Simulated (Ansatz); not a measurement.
The system is GaN.

```
CELL_PARAMETERS angstrom
3.18000 0.00000 0.00000
-1.59000 2.75396 0.00000
0.00000 0.00000 5.16600
ATOMIC_POSITIONS crystal
Ga 0.66667 0.33333 0.50000
Ga 0.33333 0.66667 0.00000
N 0.66667 0.33333 0.87500
N 0.33333 0.66667 0.37500
```

Base run:

* Program: Ansatz 0.2.0
* Functional: PBEsol
* Potentials or basis: all-electron LAPW, scalar-relativistic
* Cutoff: 395 eV
* Density cutoff: 1580 eV
* Basis error allowed: 0.002 eV/atom
* k mesh: 10 × 10 × 5
* Occupations: fermi-dirac, width 0.05 eV
* Spin: no spin polarisation

Its results: band gap on the k mesh 1.92 eV, direct; pressure 1.0 GPa; largest force 0.133 eV/Å.

Q: The run is repeated on the same cell with these changes: functional from PBEsol to PBE. What comes out?

A: Band gap on the k mesh 1.98 eV, direct; pressure 7.2 GPa; largest force 0.136 eV/Å.

PBE binds less tightly than PBEsol, so the same cell stands under more pressure.

Not every run made on this cell is shown here.
